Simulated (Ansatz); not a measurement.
# MoS2 under strain: S-33 NMR of the central transition

Cell: a structure deposited in the COD, relaxed with PBE at fixed cell and then changed (z stretched by 2 %, ions relaxed).

```
Mo S
1.0
     1.58150    0.91308    6.24580
    -1.58150    0.91308    6.24580
     0.00000   -1.82616    6.24580
Mo S
1 2
Direct
  0.00000 0.00000 0.00000
  0.24984 0.24984 0.24984
  0.41686 0.41686 0.41686
```

Sites (sets of like atoms) are named by element and the number of their first atom in this list.

All values are calculated (Ansatz; DFT, PBE, plane waves and PAW, scalar-relativistic, collinear spin, 420 eV cutoff, Γ-centred 16×16×16 k-points, Fermi–Dirac smearing 0.02 eV), not measured. Start moments as typed (μB): 2 on each Mo, none on the rest.

S-33 has I = 3/2 and Q = -69.40 mb (Pyykkö 2018); at 16.4 T its Larmor frequency is ν₀ = 53.7 MHz. Only the quadrupole interaction is simulated: positions count from each site's isotropic chemical shift, and shift anisotropy, dipolar and J coupling are left out.

**Question.** Give C_Q, η, the quadrupolar product P_Q = |C_Q|(1 + η²/3)^½, the second-order isotropic shift and the breadth of the pattern (static powder) for each S site.

**Answer.** 

| site | first shell | C_Q (MHz) | η | P_Q (MHz) | δ_QIS (ppm) | breadth (kHz) |
| --- | --- | --- | --- | --- | --- | --- |
| S2 | 3 Mo at 2.40 Å | 9.00 | 0.00 | 9.00 | -704 | 197 |
| S3 | 3 Mo at 2.41 Å | 8.78 | 0.00 | 8.78 | -670 | 187 |

δ_QIS = −(ν_Q²/30ν₀²)[I(I+1) − 3/4](1 + η²/3) × 10⁶ ppm with ν_Q = 3|C_Q|/[2I(2I−1)]; it falls as 1/B₀² in ppm, and the breadth as 1/B₀ in kHz.

An axis of threefold or higher order runs through S2 and S3, so V_zz lies along it and η is zero.

Without spin–orbit coupling (the program notes it for Mo) the gradients can shift somewhat, as the gap is small. The start moments die out, and the run ends without spin.
